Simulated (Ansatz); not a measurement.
# Au: the cost of one run

Program: Ansatz 0.2.0. Level of theory: DFT PBE, scalar-relativistic, plane waves, PAW. These are calculated values, not measurements.

1 further run of the same task is left out (it didn't finish).

## Step 1: The structure to begin with

It takes space group Cmcm (No. 63, orthorhombic). The conventional cell has a = 2.823 Å, b = 5.112 Å, c = 4.893 Å, α = 90.00°, β = 90.00°, γ = 90.00°. Au (site symmetry m2m) has 12 Au at 2.82 to 2.97 Å as nearest neighbours.

Structure file:

```cif
data_structure
_symmetry_space_group_name_H-M 'Cmcm'
_symmetry_Int_Tables_number 63
_cell_length_a 2.8226
_cell_length_b 5.1119
_cell_length_c 4.8932
_cell_angle_alpha 90.000
_cell_angle_beta 90.000
_cell_angle_gamma 90.000
_cell_volume 70.60
loop_
_atom_site_label
_atom_site_type_symbol
_atom_site_symmetry_multiplicity
_atom_site_Wyckoff_symbol
_atom_site_fract_x
_atom_site_fract_y
_atom_site_fract_z
_atom_site_occupancy
Au1 Au 4 c 0.00000 0.33467 0.75000 1
```

Source of the structure: the Materials Project (structure only).

## Step 2: Quick check of gap, pressure and forces

Contents of input.yaml:

```yaml
crystal:
  lattice:
    - [1.411309965, -2.555933025, 0.0]
    - [1.411309965, 2.555933025, 0.0]
    - [0.0, 0.0, 4.89316961]
  atoms:
    - { symbol: Au, position: [0.66532797, 0.33467203, 0.25] }
    - { symbol: Au, position: [0.33467203, 0.66532797, 0.75] }
basis:
  ecutwfc: 420
kpoints:
  mp_grid: { grid: [8, 8, 4] }
hamiltonian:
  xc: pbe
scf:
  occupations: { method: gaussian, width: 0.1 }
output:
  forces: true
  stress: true
  eigenvalues: true
```

**Question.** How long does this run take on 1 thread of an Arm CPU, shared host, and how much memory does it need?

About 2.2 s, with a peak of 0.31 GiB.
